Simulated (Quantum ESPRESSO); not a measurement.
The system is Si2W.

```xyz
3
Lattice="-1.6069 1.6069 3.9150 1.6069 -1.6069 3.9150 1.6069 1.6069 -3.9150" Properties=species:S:1:pos:R:3 pbc="T T T"
W     0.0000    0.0000    0.0000
Si    0.0000    0.0000    5.2092
Si    0.0000    0.0000    2.6207
```

Base run:

* Program: Quantum ESPRESSO 7.5
* Functional: PBEsol
* Potentials or basis: GBRV 1.5 PBEsol
* Cutoff: 762 eV
* Density cutoff: 6095 eV
* k mesh: 12 × 12 × 12
* Occupations: fermi-dirac, width 0.05 eV
* Spin: no spin polarisation

Its results: band gap on the k mesh none (metal or under the smearing width); pressure -1.9 GPa; largest force 0.027 eV/Å.

The run is repeated on the same cell with these changes: functional from PBEsol to LDA; potentials or basis from GBRV 1.5 PBEsol to GBRV 1.5 LDA. What comes out?

Band gap on the k mesh none (metal or under the smearing width); pressure -5.6 GPa; largest force 0.044 eV/Å.

Caveats: spin-orbit coupling is left out, which moves the levels of the heavy elements (some runs).
